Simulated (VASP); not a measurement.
Input of a VASP 6.6.1 run:

File INCAR:

```
SYSTEM = KMgF3
  ALGO = Normal
  EDIFF = 1E-6
  ENCUT = 520
  GGA = PE
  ISIF = 2
  ISMEAR = -1
  LASPH = .True.
  LCHARG = .False.
  LREAL = .False.
  LWAVE = .False.
  NBANDS = 24
  NELM = 80
  PREC = Accurate
  SIGMA = 0.05
```

Contents of KPOINTS:

```
k-points
0
Gamma
  4 4 4
  0 0 0
```

POSCAR

```
KMgF3
1.0
    4.0023400000      0.0000000000      0.0000000000
    0.0000000000      4.0023400000      0.0000000000
    0.0000000000      0.0000000000      4.0023400000
K Mg F
1 1 3
Direct
    0.4969552812      0.5096038817      0.5209434981
    0.0113368679      0.0205864569      0.0071310783
    0.4789685534      0.0135618163     -0.0246778135
   -0.0108164224      0.5147553681      0.0446621227
   -0.0136730013      0.0369716216      0.5163591799
```

Potentials or basis: VASP PAW PBE potentials, release 64 (K_sv, Mg, F).

The run is started by

```bash
$ cat potpaw_PBE.64/K_sv/POTCAR potpaw_PBE.64/Mg/POTCAR potpaw_PBE.64/F/POTCAR > POTCAR
$ mpirun -np 1 vasp_std > vasp.out
```

**Question.** Estimate the largest force.

**Answer.** 1.181 eV/Å.

**Question.** Estimate the band gap on the k mesh.

**Answer.** 7.15 eV, indirect (least direct gap 7.47 eV).

Forces in eV/Å, atoms in the order of the input:
```
K    0.012  0.118 -0.115
Mg  -1.120 -0.152  0.344
F    1.064 -0.027  0.390
F    0.013  0.314 -0.298
F    0.030 -0.252 -0.320
```

Caveat: forces of over 1 eV/Å show positions far from the minimum, so gaps and moduli don't describe the material at rest. A k mesh can miss the band edges.
